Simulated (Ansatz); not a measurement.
# PbO2: equation of state with r2SCAN

PbO2:

```
Pb O
1.0
     0.00000    2.70199    2.70199
     2.70199    0.00000    2.70199
     2.70199    2.70199    0.00000
Pb O
1 2
Direct
  0.00000 0.00000 0.00000
  0.75000 0.75000 0.75000
  0.25000 0.25000 0.25000
```

The cell comes from a database or a generator and needn't be the stable form of this composition.

| Item | Value |
| --- | --- |
| Program | Ansatz 0.2.0 |
| Task | equation of state |
| Functional | r2SCAN |
| Potentials or basis | Ansatz PAW |
| Cutoff | 500 eV |
| Density cutoff | 2000 eV |
| k mesh | 9 × 9 × 9 |
| Occupations | fermi-dirac, width 0.05 eV |
| Spin | no spin polarisation |

```yaml
Equilibrium_volume: 12.55 Å³/atom
Bulk_modulus: 157 GPa
Pressure_derivative_of_the_bulk_modulus: 4.5
```

Energy against volume, from the lowest point:
```
volume (Å³/atom)  energy (meV/atom)
          12.362               1.08
          12.625               0.00
          12.888               4.11
          13.151              12.87
          13.414              25.81
          13.677              42.45
          13.940              62.34
```

All runs of the series together: 7.9 s on 2 threads of Intel(R) Xeon(R) 6975P-C (Granite Rapids), with other jobs on the host.

Caveat: the PAW data sets were made with another functional, which shifts forces and pressure a little. The run has no spin-orbit coupling, so splittings on Pb are missing.
